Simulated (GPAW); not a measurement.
## InP in GPAW: the effect of volume scale

The system is InP.

```
CELL_PARAMETERS angstrom
0.00000 2.87068 2.87068
2.87068 0.00000 2.87068
2.87068 2.87068 0.00000
ATOMIC_POSITIONS crystal
In 0.00000 0.00000 0.00000
P 0.75000 0.75000 0.75000
```

Alike in all runs:

| Item | Value |
| --- | --- |
| Program | GPAW 26.7.0 |
| Task | dielectric tensor |
| Functional | PBE |
| Potentials or basis | GPAW PAW data sets (gpaw-data 1.2.1) |
| Cutoff | 450 eV |
| Basis | pw |
| k mesh | 6 × 6 × 6 |
| Occupations | fermi-dirac, width 0.001 eV |
| Spin | no spin polarisation |

```csv
volume scale,gap on the mesh (eV),dielectric constant (mean)
0.94,1.04,9.55
0.96,0.93,9.75
0.98,0.82,9.99
1,0.71,10.29
1.02,0.60,10.68
1.04,0.49,11.25
1.06,?,?
```

Task: What does the run with volume scale 1.06 give?

Result: gap on the mesh 0.39 eV; dielectric constant 12.23 mean.

Worked out: A straight line through the other rows of the gap on the mesh, of slope -5.5 eV per unit of volume scale, extrapolates to 0.38 eV, against the run's 0.39. A parabola through the other rows of the dielectric constant, of slope 31.9  per unit of volume scale there, extrapolates to 11.82 , against the run's 12.23. The fit is too stiff a form for this range.

Caveats: the long-wavelength limit can be off by a per cent or two; spin-orbit coupling is left out, which moves the levels of the heavy elements; the gap is small at this level, which inflates the dielectric constant (some runs).

A k mesh can miss the band edges.
